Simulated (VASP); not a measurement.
Pt: single point with PBE

The system is Pt, a slab with vacuum.

```xyz
7
Lattice="2.7747 0.0000 0.0000 1.3873 2.4029 0.0000 0.0000 0.0000 28.5931" Properties=species:S:1:pos:R:3 pbc="T T T"
Pt    0.0000    0.0000    7.3173
Pt    1.3873    0.8010    9.6626
Pt    2.7747    1.6020   11.9801
Pt    0.0000    0.0000   14.2966
Pt    1.3873    0.8010   16.6131
Pt    2.7747    1.6020   18.9306
Pt    0.0000    0.0000   21.2758
```

The cell was built by a generator and needn't be a form met in nature.

* Program: VASP 6.6.1
* Task: single point
* Functional: PBE
* Potentials or basis: VASP PAW PBE potentials, release 64 (Pt)
* Cutoff: 520 eV
* k mesh: 16 × 16 × 1
* Occupations: gaussian, width 0.1 eV
* Spin: no spin polarisation
* Dipole correction: yes
* Further INCAR settings: ALGO = Fast; EDIFF = 1e-06; NBANDS = 44

The largest force is 0.022 eV/Å and the band gap on the k mesh is none (metal or under the smearing width).

Forces on the atoms (eV/Å):
```
Pt   0.000  0.000  0.022
Pt   0.000  0.000 -0.004
Pt   0.000  0.000 -0.002
Pt   0.000  0.000  0.000
Pt   0.000  0.000  0.002
Pt   0.000  0.000  0.004
Pt   0.000  0.000 -0.022
```

Levels at points of the mesh, in eV from the Fermi level:
```csv
k point,band 33,band 34,band 35,band 36,band 37,band 38
"(0.00, 0.00, 0.00)",-1.30,-0.95,-0.95,-0.53,-0.53,-0.16
"(0.50, 0.00, 0.00)",0.42,0.52,0.63,0.63,1.65,2.26
```

Run time: 9.6 min on 1 thread of Intel(R) Xeon(R) Platinum 8259CL CPU @ 2.50GHz (Skylake/Cascade Lake) (shared host), peak memory 0.45 GiB.

Spin-orbit coupling is left out, which matters for the levels of Pt.
